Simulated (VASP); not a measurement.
A calculation with VASP 6.6.1 of PbS (ASE script, structure from a POSCAR):

The input run.py:

```python
from ase.calculators.vasp import Vasp
from ase.dft.bandgap import bandgap
from ase.io import read

atoms = read('POSCAR')
calc = Vasp(
    directory='calc',
    xc='lda',
    pp='LDA',
    setups='recommended',
    prec='Accurate',
    encut=520,
    ediff=1e-06,
    ismear=0,
    sigma=0.02,
    lreal=False,
    lasph=True,
    nelm=80,
    algo='Normal',
    isif=2,
    lwave=False,
    lcharg=False,
    kpts=[8, 8, 7],
    gamma=True,
    nbands=17,
)
atoms.calc = calc

print('energy (eV):', atoms.get_potential_energy())
print('free energy (eV):', atoms.get_potential_energy(force_consistent=True))
print('forces (eV/A):')
print(atoms.get_forces())
print('stress (eV/A^3, Voigt):', atoms.get_stress())
print('Fermi level (eV):', calc.get_fermi_level())
gap, top, bottom = bandgap(calc)
print('band gap (eV):', gap, 'from (spin, k, band)', top, 'to', bottom)
```

Contents of POSCAR:

```
PbS
1.0
    4.0896976867      0.0000000000      0.0000000000
   -2.0448488433      3.5417820905      0.0000000000
    0.0000000000      0.0000000000      3.7881670000
Pb S
1 1
Direct
    0.0000000000      0.0000000000      0.0000000000
    0.6666666667      0.3333333333      0.5000000000
```

Potentials or basis: VASP PAW LDA potentials, release 64 (Pb_d, S).

Run with:

```sh
$ python run.py
```

Measurements of this composition are mostly on another form, of space group No. 225.

Problem. Write the same calculation in another form: native input, structure from a POSCAR.

Solution. As run:

File INCAR:

```
  PREC = Accurate
  ENCUT = 520
  EDIFF = 1E-6
  ISMEAR = 0
  SIGMA = 0.02
  LREAL = F
  LASPH = T
  NELM = 80
  ALGO = Fast
  ISIF = 2
  LWAVE = F
  LCHARG = F
```

KPOINTS

```
Automatic mesh
0
Gamma
  8 8 7
```

POSCAR

```
PbS
4.0897
    0.999999434359      0.000000000000      0.000000000000
   -0.499999717168      0.866024913930      0.000000000000
    0.000000000000      0.000000000000      0.926270142064
Pb S
1 1
Direct
    0.0000000000      0.0000000000      0.0000000000
    0.6666666667      0.3333333333      0.5000000000
```

Potentials or basis: VASP PAW LDA potentials, release 64 (Pb_d, S).

The run is started by

```sh
$ cat potpaw_LDA.64/Pb_d/POTCAR potpaw_LDA.64/S/POTCAR > POTCAR
$ mpirun -np 1 vasp_std > vasp.out
```

Both were run:

|  | ASE script, structure from a POSCAR | native input, structure from a POSCAR |
| --- | --- | --- |
| Pressure | -4.2 GPa | -4.2 GPa |
| Band gap on the k mesh | 0.07 eV, indirect (least direct gap 1.56 eV) | 0.07 eV, indirect (least direct gap 1.56 eV) |

Keys that steer only the numerical path or the files written may differ.

Caveat: spin-orbit coupling is left out, which as a rule narrows the gap of such compounds by several tenths of an eV; an odd mesh through Γ misses points on the zone boundary, where band edges often lie.
